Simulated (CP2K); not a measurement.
The system is Tl.

```
Tl
1.0
     3.45600    0.00000    0.00000
    -1.72800    2.99298    0.00000
     0.00000    0.00000    5.52500
Tl
2
Direct
  0.66667 0.33333 0.75000
  0.33333 0.66667 0.25000
```

Base run:

```yaml
Program: CP2K 2026.2
Functional: PBE
Dispersion: D3(BJ)
Potentials_or_basis: POTENTIAL_UZH Tl GTH-PBE-q13; TZVP-MOLOPT-PBE-GTH basis
Density_cutoff: 6123 eV
k_mesh: 9 × 9 × 5
Occupations: methfessel-paxton, width 0.2 eV
Spin: no spin polarisation
```

Its results: band gap on the k mesh none (metal or under the smearing width); pressure 1.6 GPa.

**Question.** The run is repeated on the same cell with these changes: functional from PBE to revPBE; dispersion from D3(BJ) to none. What comes out?

**Answer.** Band gap on the k mesh none (metal or under the smearing width); pressure 4.8 GPa.

Several settings changed at once, so the effect can't be laid on one alone.

Caveats: the basis of atomic orbitals isn't converged, which shifts pressures, moduli and gaps; pairwise dispersion overbinds metals, which lowers pressure and volume (some runs); the potentials were made for another functional, which shifts forces and pressure (some runs).

Not every run made on this cell is shown here.
